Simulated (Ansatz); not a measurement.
HfO2:

```xyz
3
Lattice="0.0000 2.5575 2.5575 2.5575 0.0000 2.5575 2.5575 2.5575 0.0000" Properties=species:S:1:pos:R:3 pbc="T T T"
Hf    0.0000    0.0000    0.0000
O     3.8363    3.8363    3.8363
O     1.2788    1.2788    1.2788
```

Measurements of this composition are mostly on another form, of space group No. 14.

- Program: Ansatz 0.2.0
- Task: single point
- Functional: PBE
- Potentials or basis: Ansatz PAW
- Cutoff: 420 eV (not typed: the program's choice for these potentials)
- k mesh: 9 × 9 × 9
- Occupations: fermi-dirac, width 0.05 eV
- Spin: no spin polarisation

On this cell: pressure -2.5 GPa; largest force zero by symmetry; band gap on the k mesh 3.83 eV, indirect (least direct gap 3.94 eV).

The same run follows on a disturbed copy (atoms moved at random, drawn with an rms of 0.05 Å):

```xyz
3
Lattice="0.0000 2.5575 2.5575 2.5575 0.0000 2.5575 2.5575 2.5575 0.0000" Properties=species:S:1:pos:R:3 pbc="T T T"
Hf   -0.0370   -0.0159    0.0251
O     3.8515    3.8457    3.8239
O     1.2535    1.2817    1.2562
```

Problem. What changes?

Solution. The energy moves by +4.8 meV/atom; pressure -2.1 GPa; largest force 0.425 eV/Å; band gap on the k mesh 3.83 eV, indirect (least direct gap 3.94 eV).

Forces in eV/Å, atoms in the order of the input:
```
Hf   0.138  0.069 -0.164
O   -0.419 -0.070 -0.026
O    0.280  0.002  0.190
```

Stress tensor (GPa, compression positive):
```
-1.97  0.41 -0.03
 0.41 -2.12  1.05
-0.03  1.05 -2.10
```

Caveats: odd divisions of the mesh miss points on the zone boundary, where band edges often lie, so the gap on the mesh can be too wide; spin-orbit coupling is left out, which moves the levels of the heavy elements.

A k mesh can miss the band edges.
